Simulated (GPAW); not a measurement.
Crystal: Mg.

```
Mg
1.0
    -1.83599    1.83599    1.67940
     1.83599   -1.83599    1.67940
     1.83599    1.83599   -1.67940
Mg
1
Direct
  0.00000 0.00000 0.00000
```

This isn't the form of Mg at room conditions, which is hcp.

| Item | Value |
| --- | --- |
| Program | GPAW 26.7.0 |
| Task | relaxation of cell and atoms |
| Functional | RPBE |
| Potentials or basis | the program's PAW data sets (release 1.2.1) made for this functional |
| Cutoff | 800 eV |
| Basis | pw |
| k mesh | 11 × 11 × 11 |
| Occupations | fermi-dirac, width 0.05 eV |
| Spin | no spin polarisation |

At the start: pressure 1.6 GPa; volume 22.64 Å³/atom.

Task: Where does the relaxation end?

Result: Over 8 steps the energy falls by 8.3 meV/atom and the volume is 23.48 Å³/atom (+3.7 %); space group Im-3m (No. 229, to 0.05 Å).

The path:
```csv
step,energy change (eV),largest force (eV/Å),pressure (GPa),volume (Å³)
1,0.0000,0.0000,1.65,22.64
2,-0.0021,0.0000,1.25,22.87
3,-0.0054,0.0000,0.02,23.65
4,-0.0054,0.0000,-0.03,23.68
5,-0.0056,0.0000,-0.18,23.77
6,-0.0060,0.0000,-0.55,23.99
7,-0.0063,0.0000,-0.49,23.94
8,-0.0083,0.0000,0.06,23.48
```

Final structure:
```
Mg
1.0
    -1.79967    1.79967    1.81247
     1.79967   -1.79967    1.81247
     1.79967    1.79967   -1.81247
Mg
1
Direct
  0.00000 0.00000 0.00000
```

Caveat: later steps reuse the first step's grids.
